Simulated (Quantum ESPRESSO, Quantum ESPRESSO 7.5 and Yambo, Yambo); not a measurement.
**Quasiparticle gap of SiC (Moissanite) in Yambo**

How does a plane-wave GW calculation on SiC (Moissanite) run from the first input to the gap?

Calculated with Quantum ESPRESSO 7.5 and Yambo 5.3.0; PBE and many-body steps on it, plane waves.

**Experimental background.**

- Gap 3.33 eV: band gap at cryogenic temperature; bulk crystal (literature value) (quoted in “Silicon carbide diodes for neutron detection”, 2020, arxiv:2009.14696).

**1. The structure**

It takes space group P6_3mc (No. 186, hexagonal). Conventional cell: a = 3.076 Å, b = 3.076 Å, c = 5.048 Å, α = 90.00°, β = 90.00°, γ = 120.00°. Nearest to Si lie 4 C at 1.87 to 1.94 Å. Nearest to C lie 4 Si at 1.87 to 1.94 Å. Farther neighbours are not listed.

The cell and positions come from the Crystallography Open Database and are kept as given unless a step says otherwise.

**2. Ground state**

This step: Quantum ESPRESSO 7.5; DFT, PBE, plane waves, norm-conserving pseudopotentials.

The ground-state density comes first.

pw.in reads:

```
&control
  calculation = 'scf'
  prefix = 'x'
  outdir = 'o'
  pseudo_dir = 'pseudo'
/
&system
  ibrav = 0
  nat = 4
  ntyp = 2
  ecutwfc = 74.0
  nbnd = 14
  force_symmorphic = .true.
/
&electrons
  conv_thr = 1e-10
  electron_maxstep = 80
  mixing_beta = 0.5
/
ATOMIC_SPECIES
  Si 28.085 Si.upf
  C 12.011 C.upf
CELL_PARAMETERS angstrom
  3.0760000000 0.0000000000 0.0000000000
  -1.5380000000 2.6638941420 0.0000000000
  0.0000000000 0.0000000000 5.0480000000
ATOMIC_POSITIONS crystal
  Si 0.3333333333 0.6666666667 0.0000000000
  Si 0.6666666667 0.3333333333 0.5000000000
  C 0.3333333333 0.6666666667 0.3850000000
  C 0.6666666667 0.3333333333 0.8850000000
K_POINTS automatic
  6 6 4 0 0 0
```

On the command line:

```bash
> OMP_NUM_THREADS=1 mpirun -n 4 pw.x -nk 4 -in pw.in > pw.out
```

Log:

```text
Program PWSCF v.7.5 starts

     This program is part of the open-source Quantum ESPRESSO suite
     for quantum simulation of materials; please cite
         "P. Giannozzi et al., J. Phys.:Condens. Matter 21 395502 (2009);
         "P. Giannozzi et al., J. Phys.:Condens. Matter 29 465901 (2017);
         "P. Giannozzi et al., J. Chem. Phys. 152 154105 (2020);
     in publications or presentations arising from this work. More details at
     Message from routine setup:
     using ibrav=0 with symmetry is DISCOURAGED, use correct ibrav instead

     G-vector sticks info

     bravais-lattice index     =            0
     lattice parameter (alat)  =       5.8128  a.u.
     unit-cell volume          =     279.1382 (a.u.)^3
     number of atoms/cell      =            4
     number of atomic types    =            2
     number of electrons       =        16.00
     number of Kohn-Sham states=           14
     kinetic-energy cutoff     =      74.0000  Ry
     charge density cutoff     =     296.0000  Ry
     scf convergence threshold =      1.0E-10
     mixing beta               =       0.5000
     number of iterations used =            8  plain     mixing
     Exchange-correlation= PBE
                           (   1   4   3   4   0   0   0)

     celldm(1)=   5.812798  celldm(2)=   0.000000  celldm(3)=   0.000000
     celldm(4)=   0.000000  celldm(5)=   0.000000  celldm(6)=   0.000000

     crystal axes: (cart. coord. in units of alat)
               a(1) = (   1.000000   0.000000   0.000000 )
               a(2) = (  -0.500000   0.866025   0.000000 )
               a(3) = (   0.000000   0.000000   1.641092 )

     reciprocal axes: (cart. coord. in units 2 pi/alat)
               b(1) = (  1.000000  0.577350 -0.000000 )
               b(2) = (  0.000000  1.154701  0.000000 )
               b(3) = (  0.000000 -0.000000  0.609350 )
     Pseudo is Norm-conserving + core correction, Zval =  4.0
     Generated using ONCVPSP code by D. R. Hamann
     Using radial grid of 1510 points,  6 beta functions with:
     Pseudo is Norm-conserving + core correction, Zval =  4.0
     Generated using ONCVPSP code by D. R. Hamann
     Using radial grid of 1248 points,  4 beta functions with:
     Si                4.00    28.08500     Si( 1.00)
     C                 4.00    12.01100     C ( 1.00)

      6 Sym. Ops. (no inversion) found

   Cartesian axes

     site n.     atom                  positions (alat units)
         1        Si     tau(   1) = (  -0.0000000   0.5773503   0.0000000  )
         2        Si     tau(   2) = (   0.5000000   0.2886751   0.8205462  )
         3        C      tau(   3) = (  -0.0000000   0.5773503   0.6318205  )
         4        C      tau(   4) = (   0.5000000   0.2886751   1.4523667  )

     number of k points=    24
                       cart. coord. in units 2pi/alat
        k(    1) = (   0.0000000   0.0000000   0.0000000), wk =   0.0138889
        k(    2) = (   0.0000000   0.0000000   0.1523376), wk =   0.0277778
        k(    3) = (   0.0000000   0.0000000  -0.3046751), wk =   0.0138889
        k(    4) = (   0.0000000   0.1924501   0.0000000), wk =   0.0833333
        k(    5) = (   0.0000000   0.1924501   0.1523376), wk =   0.0833333
        k(    6) = (   0.0000000   0.1924501  -0.3046751), wk =   0.0833333
        k(    7) = (   0.0000000   0.3849002   0.0000000), wk =   0.0833333
        k(    8) = (   0.0000000   0.3849002   0.1523376), wk =   0.0833333
        k(    9) = (   0.0000000   0.3849002  -0.3046751), wk =   0.0833333
        k(   10) = (   0.0000000  -0.5773503   0.0000000), wk =   0.0416667
     [... 12 further rows ...]
        k(   23) = (   0.0000000  -0.3849002   0.1523376), wk =   0.0833333
        k(   24) = (  -0.1666667  -0.4811252   0.1523376), wk =   0.1666667

     Dense  grid:    23969 G-vectors     FFT dimensions: (  32,  32,  54)

     Initial potential from superposition of free atoms

     starting charge      15.9987, renormalised to      16.0000
     Starting wfcs are   16 randomized atomic wfcs

     per-process dynamical memory:    22.9 Mb

     Self-consistent Calculation

     iteration #  1     ecut=    74.00 Ry     beta= 0.50

     total energy              =     -40.85995578 Ry
     estimated scf accuracy    <       0.88105772 Ry

     iteration #  2     ecut=    74.00 Ry     beta= 0.50

     total energy              =     -41.07136260 Ry
     estimated scf accuracy    <       0.04142380 Ry

     iteration #  3     ecut=    74.00 Ry     beta= 0.50

     total energy              =     -41.07444834 Ry
     estimated scf accuracy    <       0.00699841 Ry

     iteration #  4     ecut=    74.00 Ry     beta= 0.50

     total energy              =     -41.07486295 Ry
     estimated scf accuracy    <       0.00174502 Ry

     iteration #  5     ecut=    74.00 Ry     beta= 0.50

     total energy              =     -41.07530669 Ry
     estimated scf accuracy    <       0.00009395 Ry

     iteration #  6     ecut=    74.00 Ry     beta= 0.50

     total energy              =     -41.07532658 Ry
     estimated scf accuracy    <       0.00000013 Ry

     iteration #  7     ecut=    74.00 Ry     beta= 0.50

     total energy              =     -41.07532720 Ry
     estimated scf accuracy    <       0.00000033 Ry

     iteration #  8     ecut=    74.00 Ry     beta= 0.50

     total energy              =     -41.07532720 Ry
     estimated scf accuracy    <       0.00000006 Ry

     iteration #  9     ecut=    74.00 Ry     beta= 0.50

     total energy              =     -41.07532721 Ry
     estimated scf accuracy    <          3.2E-09 Ry

     iteration # 10     ecut=    74.00 Ry     beta= 0.50

     End of self-consistent calculation

          k = 0.0000 0.0000 0.0000 (  2997 PWs)   bands (ev):

    -5.9300  -2.4275   1.0996   8.2435   8.2435   9.5260   9.5260   9.8010
    14.4205  15.8195  16.3100  16.3100  17.3509  18.5045

          k = 0.0000 0.0000 0.1523 (  2966 PWs)   bands (ev):

    -5.6270  -3.4066   2.5799   8.2285   8.4081   8.4081   9.3116   9.3116
    14.7011  16.4296  16.4296  16.6470  16.9834  17.9139

          k = 0.0000 0.0000-0.3047 (  2978 PWs)   bands (ev):

    -4.7423  -4.7423   5.3411   5.3411   8.8348   8.8348   8.8348   8.8348
    15.5073  15.5073  16.9756  16.9756  16.9756  16.9756

          k = 0.0000 0.1925 0.0000 (  2982 PWs)   bands (ev):

     [... further k-points ...]

     highest occupied, lowest unoccupied level (ev):     9.8010   12.1304

!    total energy              =     -41.07532721 Ry
     estimated scf accuracy    <          5.2E-11 Ry

     The total energy is the sum of the following terms:
     one-electron contribution =      11.08998116 Ry
     hartree contribution      =       4.75018361 Ry
     xc contribution           =     -15.12630278 Ry
     ewald contribution        =     -41.78918921 Ry

     convergence has been achieved in  10 iterations

     XML data file, charge density, pseudopotentials, collected wavefunctions

=------------------------------------------------------------------------------=
   JOB DONE.
=------------------------------------------------------------------------------=
```

The job ended after 4.5 s (4 MPI ranks of Arm Neoverse V1, shared host; peak memory 0.23 GiB; 18 s of CPU time).

Numbers from this step:

```yaml
total_energy: -558.8583 eV
gap: 2.329 eV
k_of_the_valence_top: 0, 0, 0
k_of_the_conduction_bottom: 0.3333, 0.3333, 0
least_direct_gap: 4.083 eV
```

The gap is indirect, with the least direct gap 1.75 eV higher.

**3. Bands along the symmetry lines**

Levels along a band path, at the cheap level, show where the edges lie and whether the meshes to come will hold them.

pw.in reads:

```
&control
  calculation = 'bands'
  prefix = 'x'
  outdir = 'o'
  pseudo_dir = 'pseudo'
/
&system
  ibrav = 0
  nat = 4
  ntyp = 2
  ecutwfc = 74.0
  nbnd = 14
  force_symmorphic = .true.
/
&electrons
  conv_thr = 1e-9
  electron_maxstep = 80
  diago_full_acc = .true.
  diago_thr_init = 5e-6
/
ATOMIC_SPECIES
  Si 28.085 Si.upf
  C 12.011 C.upf
CELL_PARAMETERS angstrom
  3.0760000000 0.0000000000 0.0000000000
  -1.5380000000 2.6638941420 0.0000000000
  0.0000000000 0.0000000000 5.0480000000
ATOMIC_POSITIONS crystal
  Si 0.3333333333 0.6666666667 0.0000000000
  Si 0.6666666667 0.3333333333 0.5000000000
  C 0.3333333333 0.6666666667 0.3850000000
  C 0.6666666667 0.3333333333 0.8850000000
K_POINTS crystal
  75
  0.00000000 0.00000000 0.00000000 1
  0.06250000 0.00000000 0.00000000 1
  0.12500000 0.00000000 0.00000000 1
  0.18750000 0.00000000 0.00000000 1
  0.25000000 0.00000000 0.00000000 1
  0.31250000 0.00000000 0.00000000 1
  0.37500000 0.00000000 0.00000000 1
  0.43750000 0.00000000 0.00000000 1
  0.50000000 0.00000000 0.00000000 1
  0.47916667 0.04166667 0.00000000 1
  0.45833333 0.08333333 0.00000000 1
  0.43750000 0.12500000 0.00000000 1
  0.41666666 0.16666666 0.00000000 1
  0.39583333 0.20833333 0.00000000 1
  0.37500000 0.25000000 0.00000000 1
  0.35416666 0.29166666 0.00000000 1
  0.33333333 0.33333333 0.00000000 1
  0.29166666 0.29166666 0.00000000 1
  0.25000000 0.25000000 0.00000000 1
  0.20833333 0.20833333 0.00000000 1
  0.16666666 0.16666666 0.00000000 1
  0.12500000 0.12500000 0.00000000 1
  0.08333333 0.08333333 0.00000000 1
  0.04166667 0.04166667 0.00000000 1
  0.00000000 0.00000000 0.00000000 1
  0.00000000 0.00000000 0.06250000 1
  0.00000000 0.00000000 0.12500000 1
  0.00000000 0.00000000 0.18750000 1
  0.00000000 0.00000000 0.25000000 1
  0.00000000 0.00000000 0.31250000 1
  0.00000000 0.00000000 0.37500000 1
  0.00000000 0.00000000 0.43750000 1
  0.00000000 0.00000000 0.50000000 1
  0.06250000 0.00000000 0.50000000 1
  0.12500000 0.00000000 0.50000000 1
  0.18750000 0.00000000 0.50000000 1
  0.25000000 0.00000000 0.50000000 1
  0.31250000 0.00000000 0.50000000 1
  0.37500000 0.00000000 0.50000000 1
  0.43750000 0.00000000 0.50000000 1
  0.50000000 0.00000000 0.50000000 1
  0.47916667 0.04166667 0.50000000 1
  0.45833333 0.08333333 0.50000000 1
  0.43750000 0.12500000 0.50000000 1
  0.41666666 0.16666666 0.50000000 1
  0.39583333 0.20833333 0.50000000 1
  0.37500000 0.25000000 0.50000000 1
  0.35416666 0.29166666 0.50000000 1
  0.33333333 0.33333333 0.50000000 1
  0.29166666 0.29166666 0.50000000 1
  0.25000000 0.25000000 0.50000000 1
  0.20833333 0.20833333 0.50000000 1
  0.16666666 0.16666666 0.50000000 1
  0.12500000 0.12500000 0.50000000 1
  0.08333333 0.08333333 0.50000000 1
  0.04166667 0.04166667 0.50000000 1
  0.00000000 0.00000000 0.50000000 1
  0.50000000 0.00000000 0.50000000 1
  0.50000000 0.00000000 0.43750000 1
  0.50000000 0.00000000 0.37500000 1
  0.50000000 0.00000000 0.31250000 1
  0.50000000 0.00000000 0.25000000 1
  0.50000000 0.00000000 0.18750000 1
  0.50000000 0.00000000 0.12500000 1
  0.50000000 0.00000000 0.06250000 1
  0.50000000 -0.00000000 0.00000000 1
  0.33333333 0.33333333 0.50000000 1
  0.33333333 0.33333333 0.43750000 1
  0.33333333 0.33333333 0.37500000 1
  0.33333333 0.33333333 0.31250000 1
  0.33333333 0.33333333 0.25000000 1
  0.33333333 0.33333333 0.18750000 1
  0.33333333 0.33333333 0.12500000 1
  0.33333333 0.33333333 0.06250000 1
  0.33333333 0.33333333 0.00000000 1
```

Log:

```text
[banner, memory and clock lines left out]
Program PWSCF v.7.5 starts

     Atomic positions and unit cell read from directory:
     o/x.save/

     Message from routine setup:
     using ibrav=0 with symmetry is DISCOURAGED, use correct ibrav instead

     G-vector sticks info

     bravais-lattice index     =            0
     lattice parameter (alat)  =       5.8128  a.u.
     unit-cell volume          =     279.1382 (a.u.)^3
     number of atoms/cell      =            4
     number of atomic types    =            2
     number of electrons       =        16.00
     number of Kohn-Sham states=           14
     kinetic-energy cutoff     =      74.0000  Ry
     charge density cutoff     =     296.0000  Ry
     Exchange-correlation= PBE
                           (   1   4   3   4   0   0   0)

     celldm(1)=   5.812798  celldm(2)=   0.000000  celldm(3)=   0.000000
     celldm(4)=   0.000000  celldm(5)=   0.000000  celldm(6)=   0.000000

     crystal axes: (cart. coord. in units of alat)
               a(1) = (   1.000000   0.000000   0.000000 )
               a(2) = (  -0.500000   0.866025   0.000000 )
               a(3) = (   0.000000   0.000000   1.641092 )

     reciprocal axes: (cart. coord. in units 2 pi/alat)
               b(1) = (  1.000000  0.577350 -0.000000 )
               b(2) = (  0.000000  1.154701  0.000000 )
               b(3) = (  0.000000 -0.000000  0.609350 )
     Pseudo is Norm-conserving + core correction, Zval =  4.0
     Generated using ONCVPSP code by D. R. Hamann
     Using radial grid of 1510 points,  6 beta functions with:
     Pseudo is Norm-conserving + core correction, Zval =  4.0
     Generated using ONCVPSP code by D. R. Hamann
     Using radial grid of 1248 points,  4 beta functions with:
     Si                4.00    28.08500     Si( 1.00)
     C                 4.00    12.01100     C ( 1.00)

      6 Sym. Ops. (no inversion) found

   Cartesian axes

     site n.     atom                  positions (alat units)
         1        Si     tau(   1) = (  -0.0000000   0.5773503   0.0000000  )
         2        Si     tau(   2) = (   0.5000000   0.2886751   0.8205462  )
         3        C      tau(   3) = (  -0.0000000   0.5773503   0.6318205  )
         4        C      tau(   4) = (   0.5000000   0.2886751   1.4523667  )

     number of k points=    75
                       cart. coord. in units 2pi/alat
        k(    1) = (   0.0000000   0.0000000   0.0000000), wk =   0.0266667
        k(    2) = (   0.0625000   0.0360844   0.0000000), wk =   0.0266667
        k(    3) = (   0.1250000   0.0721688   0.0000000), wk =   0.0266667
[...]
[... 63 further rows ...]
        k(   74) = (   0.3333333   0.5773503   0.0380844), wk =   0.0266667
        k(   75) = (   0.3333333   0.5773503   0.0000000), wk =   0.0266667

     Dense  grid:    23969 G-vectors     FFT dimensions: (  32,  32,  54)

     The potential is recalculated from file :
     o/x.save/charge-density

     Starting wfcs are   16 randomized atomic wfcs

     Band Structure Calculation

     End of band structure calculation

          k = 0.0000 0.0000 0.0000 (  2997 PWs)   bands (ev):

    -5.9300  -2.4275   1.0996   8.2435   8.2435   9.5260   9.5260   9.8010
    14.4205  15.8196  16.3100  16.3100  17.3509  18.5045

          k = 0.0625 0.0361 0.0000 (  2985 PWs)   bands (ev):

    -5.8621  -2.3690   1.1629   7.8448   8.1222   9.2656   9.4873   9.7539
    14.6900  15.8383  16.2535  16.4669  17.4765  18.3482

          k = 0.1250 0.0722 0.0000 (  2974 PWs)   bands (ev):

    -5.6593  -2.1961   1.3503   6.8759   7.8162   8.5739   9.3601   9.6032
    14.8380  16.0240  16.4508  16.8803  17.2931  18.4282

[...]
k = 0.3333 0.5774 0.0381 (  2997 PWs)   bands (ev):

    -1.4098  -1.4098   2.8792   3.2116   3.2116   5.6325   5.8673   5.8674
    12.2136  17.7724  18.1065  18.1065  19.3723  19.3723

          k = 0.3333 0.5774 0.0000 (  3012 PWs)   bands (ev):

    -1.4194  -1.4194   2.8614   3.2949   3.2949   5.6809   5.7593   5.7593
    12.1304  17.7853  18.4467  18.4467  19.1816  19.1816

     XML data file, pseudopotentials, collected wavefunctions
```

Run time: 4.5 s. Hardware: 4 MPI ranks; peak memory 0.21 GiB.

Numbers from this step:

```yaml
gap: 2.329 eV
k_of_the_valence_top: 0, 0, 0
k_of_the_conduction_bottom: 0.3333, 0.3333, 0
least_direct_gap: 4.083 eV
```

The gap is 2.329 eV, as in the run before at this level.

Electronic bands along the path, in eV, zero at the top of the highest filled band; v1 is the highest filled band, c1 the lowest empty one:

| point | v4 | v3 | v2 | v1 | c1 | c2 | c3 | c4 |
| --- | --- | --- | --- | --- | --- | --- | --- | --- |
| Γ | -1.56 | -0.28 | -0.28 | 0.00 | 4.62 | 6.02 | 6.51 | 6.51 |
| halfway | -3.22 | -2.75 | -0.93 | -0.90 | 3.89 | 5.73 | 6.97 | 7.71 |
| M | -5.44 | -3.55 | -3.26 | -1.49 | 2.60 | 4.20 | 6.75 | 7.21 |
| halfway | -5.48 | -4.79 | -3.34 | -2.83 | 3.26 | 4.96 | 7.50 | 8.29 |
| K | -6.51 | -4.12 | -4.04 | -4.04 | 2.33 | 7.98 | 8.65 | 8.65 |
| halfway | -4.36 | -3.07 | -1.73 | -1.17 | 5.10 | 5.66 | 6.81 | 6.96 |
| Γ | -1.56 | -0.28 | -0.28 | 0.00 | 4.62 | 6.02 | 6.51 | 6.51 |
| halfway | -1.39 | -1.39 | -0.49 | -0.49 | 4.90 | 6.63 | 6.63 | 6.85 |
| A | -0.97 | -0.97 | -0.97 | -0.97 | 5.71 | 5.71 | 7.17 | 7.17 |
| halfway | -3.07 | -3.07 | -1.96 | -1.96 | 4.36 | 4.36 | 7.13 | 7.13 |
| L | -2.69 | -2.69 | -2.34 | -2.34 | 3.17 | 3.17 | 5.00 | 5.00 |
| halfway | -4.46 | -4.46 | -1.95 | -1.95 | 4.12 | 4.12 | 6.12 | 6.12 |
| H | -5.86 | -5.86 | -1.75 | -1.75 | 4.82 | 4.82 | 5.97 | 5.97 |
| halfway | -3.19 | -3.19 | -2.64 | -2.64 | 5.03 | 5.03 | 7.34 | 7.34 |
| A | -0.97 | -0.97 | -0.97 | -0.97 | 5.71 | 5.71 | 7.17 | 7.17 |
| jump to L | -2.69 | -2.69 | -2.34 | -2.34 | 3.17 | 3.17 | 5.00 | 5.00 |
| halfway | -4.17 | -3.32 | -2.34 | -1.90 | 2.93 | 3.18 | 6.41 | 6.84 |
| M | -5.44 | -3.55 | -3.26 | -1.49 | 2.60 | 4.20 | 6.75 | 7.21 |
| jump to H | -5.86 | -5.86 | -1.75 | -1.75 | 4.82 | 4.82 | 5.97 | 5.97 |
| halfway | -6.66 | -4.76 | -2.85 | -2.85 | 3.52 | 6.34 | 6.34 | 7.68 |
| K | -6.51 | -4.12 | -4.04 | -4.04 | 2.33 | 7.98 | 8.65 | 8.65 |

[end of part 1 of 3]

[Paths, hosts, dates, memory and timing lines, banners, echoed tables and standing remarks are left out of the program output.]

[Logs are printed without paths, hosts, clocks, repeated set-up lines and the standing remarks that a program may print on its own settings, such as how far it seeks lower states.]

[Runs of the session that timed out or met a known fault of the program may be left out.]

[Hosts, paths, dates, database ids (printed as entryN), source tags and the programs' standing remarks are cut or masked in the printed files.]
